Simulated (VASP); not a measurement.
AgCl (Chlorargyrite):

```
Ag Cl
1.0
     0.00000    2.73500    2.73500
     2.73500    0.00000    2.73500
     2.73500    2.73500    0.00000
Ag Cl
1 1
Direct
  0.00000 0.00000 0.00000
  0.50000 0.50000 0.50000
```

Base run:

```yaml
Program: VASP 6.6.1
Functional: r2SCAN
Potentials_or_basis: VASP PAW PBE potentials, release 64 (Ag, Cl)
Cutoff: 520 eV
k_mesh: 6 × 6 × 6
Occupations: gaussian, width 0.02 eV
Spin: spin-orbit coupling, no magnetisation
```

Its results: pressure 2.2 GPa.

Task: The run is repeated on the same cell with these changes: functional from r2SCAN to PBE. What comes out?

Result: Pressure 3.8 GPa.

Caveats: the PAW data sets were made with another functional, which shifts forces and pressure a little (some runs).

Not every run made on this cell is shown here.
